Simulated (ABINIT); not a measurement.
C in ABINIT: the effect of potentials

Crystal: C.

```
CELL_PARAMETERS angstrom
0.00000 1.78337 1.78337
1.78337 0.00000 1.78337
1.78337 1.78337 0.00000
ATOMIC_POSITIONS crystal
C 0.75000 0.75000 0.75000
C 0.50000 0.50000 0.50000
```

This isn't the form of C at room conditions, which is graphite.

Alike in all runs:

- Program: ABINIT 10.8.3 (patched build)
- Task: single point
- Functional: r2SCAN
- k mesh: 13 × 13 × 13
- Occupations: fermi-dirac, width 0.05 eV
- Spin: no spin polarisation

```csv
potentials,cutoff,gap on the mesh (eV),pressure (GPa)
"Ansatz PAW PBE default generated set, frozen core",490 eV,4.37,-2.8
JTH PAW PBE v2.0,626 eV,4.33,0.6
Ansatz NC r2SCAN,1442 eV,4.37,-2.5
SG15 NC PBE v1.2,1306 eV,?,?
PseudoDojo NC SR PBE v0.4.1 standard,1333 eV,4.17,3.6
```

Question: What does the run with potentials SG15 NC PBE v1.2 give?

Answer: gap on the mesh 4.27 eV; pressure -2.5 GPa.

Caveats: an odd mesh through Γ misses points on the zone boundary, where band edges often lie; the atomic spheres overlap (some runs); the PAW data sets were made with another functional, which shifts forces and pressure a little (some runs); the potentials were made for another functional, which shifts forces and pressure (some runs); a meta-GGA on potentials with a model core is unreliable (some runs).
